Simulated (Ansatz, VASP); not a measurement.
## Cross-check of BP between VASP and Ansatz

Aim: how closely do two programs agree when they are given the same cell, functional and k mesh?

Main program and level: Ansatz 0.2.0; plane waves, with VASP 6.6.1 beside it; relaxation of cell and atoms at r2SCAN.

## 1. Set-up

The structure is cubic, space group F-43m (No. 216). Conventional cell: a = 4.538 Å, b = 4.538 Å, c = 4.538 Å, α = 90.00°, β = 90.00°, γ = 90.00°. Nearest to B lie 4 P at 1.97 Å. Nearest to P lie 4 B at 1.97 Å. Farther neighbours are not listed.

## 2. VASP: relaxation of cell and atoms, r2SCAN

The relaxed volume is the usual yardstick between codes: its relative difference is about their pressure difference at one cell divided by the bulk modulus.

Lines of VASP's logs that name or quote its potential files are left out, and so is its time.

Input file INCAR:

```
SYSTEM = BP
PREC = Accurate
ENCUT = 520
EDIFF = 1E-06
NELM = 100
ISMEAR = -1
SIGMA = 0.05
LREAL = .FALSE.
ALGO = Normal
METAGGA = R2SCAN
LASPH = .TRUE.
NBANDS = 10
LORBIT = 11
LWAVE = .FALSE.
LCHARG = .FALSE.
KPAR = 2
IBRION = 2
NSW = 60
ISIF = 3
EDIFFG = -0.01
```

Input file POSCAR:

```
BP
1.0
    0.0000000000      2.2690000000      2.2690000000
    2.2690000000      0.0000000000      2.2690000000
    2.2690000000      2.2690000000      0.0000000000
B P
1 1
Direct
    0.0000000000      0.0000000000      0.0000000000
    0.2500000000      0.2500000000      0.2500000000
```

Input file KPOINTS:

```
Automatic mesh
0
Gamma
10 10 10
0 0 0
```

PAW data sets: B and P (PBE family, release 64).

Launch:

```sh
$ mpirun -np 2 vasp_std
```

Numbers of over 12 decimals in the logs are rounded to 6 here.

The program printed:

```text
[banner, memory and clock lines left out]
running    2 mpi-ranks, on    1 nodes
 distrk:  each k-point on    1 cores,    2 groups
 distr:  one band on    1 cores,    1 groups

 POSCAR found type information on POSCAR B P
 POSCAR found :  2 types and       2 ions
|                                                                             |
|               ----> ADVICE to this user running VASP <----                  |
|                                                                             |
|     You enforced a specific xc type in the INCAR file but a different       |
|     [... a line on the potential file left out ...]
|     I HOPE YOU KNOW WHAT YOU ARE DOING!                                     |
|                                                                             |

 LDA part: xc-table for (None), standard interpolation
 POSCAR, INCAR and KPOINTS ok, starting setup
 FFT: planning ... GRIDC
 FFT: planning ... GRID_SOFT
 FFT: planning ... GRID
 WAVECAR not read
 entering main loop
       N       E                     dE             d eps       ncg     rms          rms(c)
DAV:   1     0.496944581749E+01    0.49694E+01   -0.41469E+03   940   0.737E+02
DAV:   2    -0.185764088345E+02   -0.23546E+02   -0.22215E+02  1300   0.116E+02
DAV:   3    -0.191730003079E+02   -0.59659E+00   -0.59587E+00  1162   0.173E+01
DAV:   4    -0.191749997312E+02   -0.19994E-02   -0.19992E-02  1206   0.115E+00
DAV:   5    -0.191750083672E+02   -0.86360E-05   -0.86354E-05  1130   0.674E-02    0.792E+00
DAV:   6    -0.173610219650E+02    0.18140E+01   -0.10756E+00  1148   0.588E+00    0.480E+00
DAV:   7    -0.173138654140E+02    0.47157E-01   -0.21893E-01  1182   0.270E+00    0.141E+00
DAV:   8    -0.173108686746E+02    0.29967E-02   -0.18016E-02  1186   0.105E+00    0.169E-01
DAV:   9    -0.173111806131E+02   -0.31194E-03   -0.66423E-04  1106   0.208E-01    0.673E-02
DAV:  10    -0.173112542330E+02   -0.73620E-04   -0.79014E-05  1090   0.756E-02    0.212E-02
DAV:  11    -0.173112548443E+02   -0.61129E-06   -0.45745E-06  1228   0.164E-02
   1 F= -.17311255E+02 E0= -.17311255E+02  d E =-.173113E+02
 curvature:   0.00 expect dE= 0.000E+00 dE for cont linesearch  0.000E+00
 trial: gam= 0.00000 g(F)=  0.631E-47 g(S)=  0.672E-03 ort = 0.000E+00 (trialstep = 0.100E+01)
 search vector abs. value=  0.672E-03
 bond charge predicted
       N       E                     dE             d eps       ncg     rms          rms(c)
DAV:   1    -0.173115078075E+02   -0.25357E-03   -0.12468E-02  1066   0.736E-01    0.157E-01
DAV:   2    -0.173113972131E+02    0.11059E-03   -0.56487E-04  1094   0.152E-01    0.919E-02
DAV:   3    -0.173113401311E+02    0.57082E-04   -0.17599E-04  1050   0.739E-02    0.339E-02
DAV:   4    -0.173113395752E+02    0.55595E-06   -0.38332E-06  1122   0.142E-02
   2 F= -.17311340E+02 E0= -.17311340E+02  d E =-.847309E-04
 trial-energy change:   -0.000085  1 .order   -0.000088   -0.000672    0.000496
 step:   0.5755(harm=  0.5755)  dis= 0.00000  next Energy=   -17.311448 (dE=-0.193E-03)
 bond charge predicted
       N       E                     dE             d eps       ncg     rms          rms(c)
DAV:   1    -0.173114850005E+02   -0.14487E-03   -0.23058E-03  1062   0.317E-01    0.768E-02
DAV:   2    -0.173114647911E+02    0.20209E-04   -0.10247E-04  1088   0.647E-02    0.450E-02
DAV:   3    -0.173114536127E+02    0.11178E-04   -0.32162E-05  1046   0.313E-02    0.124E-02
DAV:   4    -0.173114527351E+02    0.87756E-06   -0.74715E-07   620   0.610E-03
   3 F= -.17311453E+02 E0= -.17311453E+02  d E =-.197891E-03
 curvature:  -0.29 expect dE=-0.182E-06 dE for cont linesearch -0.182E-06
 trial: gam= 0.00000 g(F)=  0.159E-47 g(S)=  0.634E-06 ort =-0.206E-04 (trialstep = 0.915E+00)
 search vector abs. value=  0.634E-06
 reached required accuracy - stopping structural energy minimisation
```

OUTCAR, selected parts (step 2):

```text
ion  position               nearest neighbor table
   1  0.000  0.000  0.000-   2 1.97   2 1.97   2 1.97   2 1.97
   2  0.250  0.250  0.250-   1 1.97   1 1.97   1 1.97   1 1.97

  LATTYP: Found a face centered cubic cell.
 ALAT       =     4.5380000000

 Subroutine GETGRP returns: Found 24 space group operations
 (whereof 24 operations were pure point group operations)

The static configuration has the point symmetry T_d .

 Found     47 irreducible k-points:

   k-points           NKPTS =     47   k-points in BZ     NKDIM =     47   number of bands    NBANDS=     10

   dimension x,y,z NGX =    24 NGY =   24 NGZ =   24
   dimension x,y,z NGXF=    48 NGYF=   48 NGZF=   48

   ENCUT  =  520.0 eV  38.22 Ry    6.18 a.u.   5.97  5.97  5.97*2*pi/ulx,y,z

   NELECT =       8.0000    total number of electrons

 k-points in reciprocal lattice and weights: Automatic mesh
   0.00000000  0.00000000  0.00000000       0.001
   0.10000000  0.00000000  0.00000000       0.008
   0.20000000  0.00000000  0.00000000       0.008
   0.30000000  0.00000000  0.00000000       0.008
   0.40000000  0.00000000  0.00000000       0.008
   0.50000000  0.00000000  0.00000000       0.004
   0.10000000  0.10000000  0.00000000       0.006
   0.20000000  0.10000000  0.00000000       0.024
   0.30000000  0.10000000  0.00000000       0.024
[...]
-0.30000000  0.40000000  0.20000000       0.024
  -0.30000000  0.50000000  0.20000000       0.012

 average (electrostatic) potential at core
       1 -26.0156       2 -84.2736

 E-fermi :   8.1383

 k-point     1 :       0.0000    0.0000    0.0000
  band No.  band energies     occupation
      1      -8.8599      2.00000
      2       7.4364      2.00000
      3       7.4364      2.00000
      4       7.4364      2.00000
      5      11.0831      0.00000
      6      11.0831      0.00000
      7      11.0831      0.00000
      8      15.5115      0.00000
      9      19.8722      0.00000
    ...

 k-point     2 :       0.1000    0.0000    0.0000
  band No.  band energies     occupation
      1      -8.6699      2.00000
      2       6.0632      2.00000
      3       7.1236      2.00000
      4       7.1236      2.00000
      5      11.5187      0.00000
      6      11.5187      0.00000
      7      11.5774      0.00000
      8      16.0488      0.00000
      9      19.4181      0.00000
    ...

 k-point     3 :       0.2000    0.0000    0.0000
  band No.  band energies     occupation
      1      -8.1073      2.00000
      2       3.5935      2.00000
      3       6.5293      2.00000
      4       6.5293      2.00000
      5      11.8340      0.00000
      6      12.2870      0.00000
      7      12.2870      0.00000
      8      17.2862      0.00000
      9      18.8185      0.00000
    ...

  Total        0.0029603      0.0029603      0.0029603      0.0000000      0.0000000      0.0000000
  in kB        0.2038247      0.2038247      0.2038247      0.0000000      0.0000000      0.0000000
  external PRESSURE =       0.2038247 kB  Pullay stress =       0.0000000 kB

  energy-cutoff  :      520.00
  volume of cell :       23.27
      direct lattice vectors                 reciprocal lattice vectors
     0.000000000  2.265964842  2.265964842    -0.220656557  0.220656557  0.220656557
     2.265964842  0.000000000  2.265964842     0.220656557 -0.220656557  0.220656557
     2.265964842  2.265964842  0.000000000     0.220656557  0.220656557 -0.220656557

 POSITION                                       TOTAL-FORCE (eV/Angst)
 -----------------------------------------------------------------------------------
      0.00000      0.00000      0.00000        -0.000000      0.000000     -0.000000
      1.13298      1.13298      1.13298         0.000000     -0.000000      0.000000
 -----------------------------------------------------------------------------------
    total drift:                                0.000000      0.000000      0.000000

  FREE ENERGIE OF THE ION-ELECTRON SYSTEM (eV)
  ---------------------------------------------------
  free  energy   TOTEN  =       -17.3114527351 eV

  energy  without entropy=      -17.3114527275  energy(sigma->0) =      -17.31145273

 reached required accuracy - stopping structural energy minimisation

 total charge
# of ion       s       p       d       tot
------------------------------------------
    1        0.680   1.275   0.000   1.955
    2        0.985   1.590   0.000   2.575
--------------------------------------------------
tot          1.665   2.865   0.000   4.530

[... 3 further parts left out ...]
```

CONTCAR:

```
BP
   1.00000000000000
     0.0000000000000000    2.2659648423851890    2.2659648423851890
     2.2659648423851890    0.0000000000000000    2.2659648423851890
     2.2659648423851890    2.2659648423851890    0.0000000000000000
  B               P
     1     1
Direct
     0.0000000000000000    0.0000000000000000    0.0000000000000000
     0.2500000000000000    0.2500000000000000    0.2500000000000000
```

## 3. Ansatz: relaxation of cell and atoms, r2SCAN

Ansatz runs on its default PAW (the set named soft_2) files.

The same cell, functional, mesh and smearing now go to Ansatz, which takes its cutoff from its data sets.

Input file input.yaml:

```yaml
crystal:
  lattice:
    - [0.0, 2.269, 2.269]
    - [2.269, 0.0, 2.269]
    - [2.269, 2.269, 0.0]
  atoms:
    - { symbol: B, position: [0.0, 0.0, 0.0] }
    - { symbol: P, position: [0.25, 0.25, 0.25] }
hamiltonian:
  xc: r2scan
  pseudopotentials: { kind: paw }
kpoints:
  mp_grid: { grid: [10, 10, 10] }
scf:
  occupations: { method: fermi_dirac, width: 0.05 }
relax:
  f_tol: 0.01
  max_steps: 60
  cell: { stress_tol: 0.05 }
output:
  forces: true
  stress: true
  write_density: true
  write_potential: true
  elf: true
  volumetric_format: npy
```

Launch:

```sh
$ ansatz run input.yaml --threads 4 --pin off --max-ram 9216MiB --backend cpu --events-out ev --progress --plain --runs-dir out
```

The program printed:

```text
Engine: ansatz 0.2.0, aarch64-unknown-linux-gnu
Pseudopotentials: kind: paw
Pseudopotential: B, paw, valence charge 3, recommended cutoff 500 eV (meta_gga), B.paw.azcp
Pseudopotential: P, paw, valence charge 5, recommended cutoff 500 eV (meta_gga), P.paw.azcp
Functional definition: r2SCAN
  parameter k0 = 0.174
  parameter k1 = 0.065
  parameter a1 = 4.9479
  exchange = r2scan_x(k0 = k0, k1 = k1, a1 = a1)
  correlation = r2scan_c
Crystal: 2 atoms, lattice volume = 23.363 Å³
Basis set: ecut = 500 eV, 609 PW (Γ), exchange–correlation on 96×96×96 points (64 copies of the dense FFT grid, shifted against one another)
Bands: 8, of which v1, the nominal top of the filled ones, is band 4 counted from 1 (3 counted from 0)
Symmetry: 24 space group operations
Space group: F-43m (ITA 216), of the structure as read, at distance tolerance 2.9e-5 Å
k-points: 47 of 1000 (time reversal used)
Non-local potential: B, projectors of the file, l = 0: 2, l = 1: 2, l = 2: 1
Non-local potential: P, projectors of the file, l = 0: 2, l = 1: 2, l = 2: 2
PAW form: soft (Blöchl's): semilocal exchange-correlation on the pseudo side does not see the compensation charge
PAW frozen core: B, regenerated for the run's functional (the file was generated under x = pbe(κ = 0.804, μ = 0.219515), c = pbe(β = 0.066725))
PAW frozen core: P, regenerated for the run's functional (the file was generated under x = pbe(κ = 0.804, μ = 0.219515), c = pbe(β = 0.066725))
PAW one-centre angular grid: B, 302 points (default); XC on 160 Gauss nodes
PAW one-centre angular grid: P, 302 points (default); XC on 160 Gauss nodes
Initial density: superposition of atomic densities (neutral atoms: chi_scale 0, normalization atom), corrected by the library's trained network
Initial wavefunctions: pseudopotential atomic-orbital guess
Functional: x = r2scan, c = r2scan; τ floored in thin density (d = 2e-4 eV/Å³)
SCF iter   1: F=—  HF=-916.651175 eV  |F-HF|=—  |Δ(HF+E_count)|=         —  Δρ=4.39e-3  dr2=2.28e-3  dr2_τ=1.31e-1  ethr=1.77e-3  ⟨swp⟩=6.1  Hψ=3550  notcnv=0
preconditioner: auto → none  [insulator: Δε(μ)=1.371 eV  Ē_g=13.605 eV  σ=0.050 eV  W_gap=1.00  n_scr=0 (ndim 8)  ℏωp=21.7 eV  f_vac=0.000  D(μ)=0.00/eV (n_scr^D=0)  ε∞_Penn≈3.6]
SCF iter   2: F=—  HF=-916.687040 eV  |F-HF|=—  |Δ(HF+E_count)|=   3.59e-2  Δρ=2.93e-3  dr2=9.35e-4  dr2_τ=3.92e-5  ethr=2.85e-5  ⟨swp⟩=2.3  Hψ=1143  notcnv=0
SCF iter   3: F=—  HF=-916.687184 eV  |F-HF|=—  |Δ(HF+E_count)|=   1.45e-4  Δρ=9.33e-4  dr2=2.31e-4  dr2_τ=1.61e-5  ethr=1.17e-5  ⟨swp⟩=2.1  Hψ=568  notcnv=0
SCF iter   4: F=—  HF=-916.687124 eV  |F-HF|=—  |Δ(HF+E_count)|=   6.06e-5  Δρ=2.76e-4  dr2=9.64e-6  dr2_τ=6.41e-7  ethr=2.89e-6  ⟨swp⟩=2.3  Hψ=548  notcnv=0
SCF iter   5: F=—  HF=-916.687125 eV  |F-HF|=—  |Δ(HF+E_count)|=   7.79e-7  Δρ=4.40e-5  dr2=1.94e-7  dr2_τ=2.35e-8  ethr=1.21e-7  ⟨swp⟩=2.1  Hψ=551  notcnv=0
SCF iter   6: F=-916.687125 eV  HF=-916.687125 eV  |F-HF|=5.29e-9  |Δ(HF+E_count)|=   5.22e-8  Δρ=8.03e-6  dr2=6.57e-9  dr2_τ=4.79e-10  ethr=1.25e-9  ⟨swp⟩=8.1  Hψ=1850  notcnv=0
SCF 1 converged in 6 iterations: F = -916.687125 eV  dr2 = 6.57e-9
  greatest PAW one-centre occupation: 0.773 electrons in one spin orbital (limit 2), on the P atom at site 1 (counted from 0), in its partial waves of l = 0
relax step   1: F+E_penalty+E_count = -916.68712465 eV  Δ(F+E_penalty+E_count) = +0.000e0 eV  max|allowed force component| = 3.053e-16 eV/Å  Δτ_max = 0.0000 Å  P = -0.164 GPa  Ω = 23.363 Å³  (6 SCF iters, dr2 threshold 1.00e-7 eV, accepted)
[...]
relax step   2: F+E_penalty+E_count = -916.68713566 eV  Δ(F+E_penalty+E_count) = -1.101e-5 eV  max|allowed force component| = 5.089e-17 eV/Å  Δτ_max = 0.0000 Å  P = -0.071 GPa  Ω = 23.350 Å³  energy of the carried Pulay correction = +1.619e-6 eV  (3 SCF iters, dr2 threshold 6.73e-8 eV, accepted)
[...]
relax step   3: F+E_penalty+E_count = -916.68713905 eV  Δ(F+E_penalty+E_count) = -3.394e-6 eV  max|allowed force component| = 1.180e-16 eV/Å  Δτ_max = 0.0000 Å  P = +0.000 GPa  Ω = 23.341 Å³  energy of the carried Pulay correction = +2.858e-6 eV  (3 SCF iters, dr2 threshold 1.26e-8 eV, accepted)
[...]
relax step   4: F+E_penalty+E_count = -916.68713751 eV  Δ(F+E_penalty+E_count) = +1.543e-6 eV  max|allowed force component| = 1.272e-16 eV/Å  Δτ_max = 0.0000 Å  P = +0.000 GPa  Ω = 23.341 Å³  stress off target by 3.55e-4 GPa  SCF on the basis re-selected at this cell (its energy is not comparable with the rows above)  (3 SCF iters)
basis re-selected at this cell: Δ(F+E_penalty+E_count) = +1.543e-6 eV, ΔP = +0.000 GPa vs the last step (what re-selecting the basis moved, of the pressure what is left beyond the Pulay correction that the steps carried, after the strain that the cell walked since its last selection, with what the two solves' SCF thresholds leave and, on support functions, any second-order correction that the steps lacked; it is no m [...]
SCF converged after 3 iterations
Free energy (F): -916.687138 eV
Harris-Foulkes:  -916.687138 eV  (|F-HF|=1.42e-11)
Internal energy: -916.687137 eV  (E = F + TS)
E sigma→0 (E₀):  -916.687138 eV
Fermi energy:    9.936107 eV
--- Per-component energies (eV) ---
  E_band       = 19.155574
  E_kinetic    = 121.489386
  E_local      = -66.749196  (includes V_loc(G=0)·N_el)
  E_nonlocal   = 44.163206
  E_hartree    = 17.036866
  E_xc         = -91.101327
  E_vxc        = -108.134253  (∫ρ·V_xc dr)
  E_paw        = -655.832991  (= ΣΔE_a)
  E_vpaw       = -10.620940  (= ΣTr[D̂ρ^β])
  E_aug_tail   = -0.000001  (compensation charges beyond the density's cutoff)
  E_vtau       = 4.933645  (kinetic-family band-sum trace: ∫τ·v_τ [+ j·A + Jᵃ·Aᵃ] dr)
  E_ewald      = -285.583795
  E_core_change = -0.109284  (= ΣΔE_core)
  E_smearing   = -0.000000  (= −TS)
  E_closure    = -0.000000  (closes the sum)
  Σ components = -916.687138   (vs F -916.687138, Δ=0.00e0)
--- Forces (eV/Å), atoms counted from 1 ---
  atom   1  B     -0.00000000    -0.00000000    -0.00000000
  atom   2  P     -0.00000000    -0.00000000     0.00000000
  max |Σ_I F_I| component: 2.08e-16 eV/Å
--- Stress (GPa, compression-positive) ---
        0.000355       0.000000       0.000000
        0.000000       0.000355       0.000000
        0.000000       0.000000       0.000355
  P = ⅓ Tr σ = 0.0004 GPa (0.004 kbar)
--- Band table (eV; the first three rows and the last of 47) ---
  k-point 0: bands = ["-7.0381", "9.2477", "9.2477", "9.2477", "12.8493", "12.8493", "12.8493", "17.2431"]
  k-point 1: bands = ["-6.8486", "7.8707", "8.9337", "8.9337", "13.2843", "13.2843", "13.3450", "17.7846"]
  k-point 2: bands = ["-6.2874", "5.4015", "8.3384", "8.3384", "13.5968", "14.0496", "14.0496", "19.0333"]
  k-point 46: bands = ["-1.6161", "0.5514", "3.4487", "3.6193", "14.2027", "15.0408", "17.9909", "18.5062"]
--- Relaxed structure (3 steps of the walk, 3 accepted, 1 SCFs on fresh bases) ---
  F+E_penalty+E_count = -916.68713751 eV   max|allowed force component| = 1.272e-16 eV/Å   (the final SCF, on the basis selected at the relaxed cell)
  cell:  # Å, volume = 23.3406 Å³
    - [0, 2.268267, 2.268267]
    - [2.268267, 0, 2.268267]
    - [2.268267, 2.268267, 0]
  atoms:
    - { symbol: B, position: [0, 0, 0] }
    - { symbol: P, position: [0.250000, 0.250000, 0.250000] }
```

The job ended after 3 s (4 threads of Arm Neoverse V1, shared host; peak memory 0.36 GiB; 9.2 s of CPU time).

## 4. Side by side

Known differences besides the potentials themselves: VASP keeps PBE cores, Ansatz makes them for the functional; both relaxations stop at a tolerance, which leaves soft axes loose, and VASP keeps its plane-wave basis; the cutoff is 500 eV in Ansatz and 520 eV in VASP; Ansatz adds a Pulay correction to the stress that steers its cell, VASP none. Total energies have different zeros and are not compared.

Compared:

```
                                         quantity  Ansatz   VASP  difference
                                      volume (Å³)   23.34  23.27     +0.31 %
edge a after relaxation, in the typed setting (Å)   3.208  3.205     +0.10 %
```

The walks stopped with 0.00 GPa left in Ansatz and 0.02 GPa in VASP; each walk ends within a tolerance, so the volume difference is uncertain by about these residues over the bulk modulus, most in soft cells.

## 5. Outcome

| Item | Value |
| --- | --- |
| difference in volume (relaxation of cell and atoms, r2SCAN) | 0.31 % |

The difference in volume is 0.31 % (relaxation of cell and atoms, r2SCAN), within the 1.2 % picked in this series as the mark of a large difference, as far as the stopping tolerances let one tell. Such differences can come from data sets, numerical settings and the points named under the comparisons, not from the functional's error against experiment.

[Lines on the potential files, build, host, timing and source positions are cut from VASP's logs without a mark.]

[Logs are printed without paths, hosts, clocks, repeated set-up lines and the standing remarks that a program may print on its own settings, such as how far it seeks lower states.]

[Hosts, paths, dates, database ids (printed as entryN), source tags and the programs' standing remarks are cut or masked in the printed files.]
